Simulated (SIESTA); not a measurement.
Fe3Ge2:

```xyz
5
Lattice="4.0053 0.0000 0.0000 -2.0026 3.4687 0.0000 0.0000 0.0000 4.9183" Properties=species:S:1:pos:R:3 pbc="T T T"
Ge    0.0000    2.3124    0.0000
Ge    2.0026    1.1562    2.4592
Fe    2.0026    1.1562    0.0000
Fe    0.0000    0.0000    1.2522
Fe    0.0000    0.0000    3.6661
```

The cell comes from a database or a generator and needn't be the stable form of this composition.

* Program: SIESTA 5.4.2
* Task: single point
* Functional: PBEsol
* Potentials or basis: PseudoDojo 0.4 standard (PBEsol files)
* Basis: DZP (energy shift 0.003 Ry; two zetas on semicore shells)
* Grid cutoff: 800 Ry
* Energy shift: 0.003 Ry
* k mesh: 8 × 8 × 6
* Occupations: fermi-dirac, width 0.05 eV
* Spin: collinear spin, ferromagnetic start
* Starting moments: [0.0, 0.0, 3.0, 3.0, 3.0] μB

On this cell: pressure -5.4 GPa; largest force 0.097 eV/Å; net moment 5.82 μB per cell; site moments Ge -0.24, -0.28; Fe +1.60, +2.37 μB; band gap on the k mesh none (metal or under the smearing width).

The same run follows on a disturbed copy (atoms moved at random, drawn with an rms of 0.05 Å):

```xyz
5
Lattice="4.0053 0.0000 0.0000 -2.0026 3.4687 0.0000 0.0000 0.0000 4.9183" Properties=species:S:1:pos:R:3 pbc="T T T"
Ge    0.0330    2.2951   -0.0142
Ge    2.0330    1.1740    2.4101
Fe    2.0128    1.1672   -0.0099
Fe    0.0327   -0.0299    1.1995
Fe   -0.0141    0.0239    3.6980
```

Question: What changes?

Answer: The energy (extrapolated to zero smearing) moves by +10.4 meV/atom; pressure -4.5 GPa; largest force 0.712 eV/Å; net moment 5.88 μB per cell; site moments Ge -0.23, -0.29; Fe +1.65, +2.35, +2.40 μB; band gap on the k mesh none (metal or under the smearing width).

Forces in eV/Å, atoms in the order of the input:
```
Ge  -0.370  0.399 -0.046
Ge  -0.069 -0.137  0.489
Fe   0.247 -0.363 -0.321
Fe  -0.064  0.263  0.516
Fe   0.255 -0.162 -0.644
```

Stress tensor (GPa, compression positive):
```
-3.59 -0.68  0.01
-0.68 -4.25  0.01
 0.01  0.01 -5.53
```

Caveats: short orbitals over semicore shells can move pressures by several GPa; the basis of atomic orbitals isn't converged, which shifts pressures, moduli and gaps.
